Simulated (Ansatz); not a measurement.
**ZnS: stiffness from a series of strains**

```
CELL_PARAMETERS angstrom
0.00000 2.70465 2.70465
2.70465 0.00000 2.70465
2.70465 2.70465 0.00000
ATOMIC_POSITIONS crystal
Zn 0.00000 0.00000 0.00000
S 0.75000 0.75000 0.75000
```

Atom numbers follow the list: Zn1, S2.

The conventional cell has a = 5.409 Å, b = 5.409 Å, c = 5.409 Å, α = 90.00°, β = 90.00°, γ = 90.00°. Zn (atom 1) is surrounded by 4 S at 2.34 Å. S (atom 2) has 4 Zn at 2.34 Å as nearest neighbours.

The cell is COD entry 9000107, as deposited and not checked against the literature; nothing was relaxed.

Theory: Ansatz 0.2.0, DFT, PBEsol, all-electron LAPW, scalar-relativistic.

The runs use a Γ-centred 8×8×8 k mesh, Fermi–Dirac smearing of 0.01 eV, basis error target 0.25 meV/atom, no spin polarisation.

The strain is applied along the Cartesian axes of the cell as listed (the other components stay zero). Fractional coordinates are held (clamped ions).

σ is the change of stress from the unstrained cell, which is at -2.17 GPa; tension is positive, so slopes are stress–strain coefficients at that pressure.

Only quantities that a quadratic follows smoothly over the whole series are listed; rougher ones are left out.

```
    εzz  σzz (GPa)  σxx (GPa)
-0.0300      -3.04      -1.83
-0.0200      -2.00      -1.17
 0.0000       0.00       0.00
 0.0100       0.97       0.53
 0.0200       1.91       1.02
 0.0300       2.83       1.47
```

Fit the series and read off the stiffness at zero strain.

Least-squares fits y = p0 + p1 x + p2 x² to the rows give σzz (GPa): p1 = 97.8, p2 = -120; σxx (GPa): p1 = 54.9, p2 = -200. So C11 = 98 GPa and C12 = 55 GPa, which gives B = (C11 + 2 C12)/3 = 69 GPa.

One run, at εzz = -0.0100, is withheld. Predict its row.

The fits give -0.99, -0.57; the run gave -0.99, -0.57.
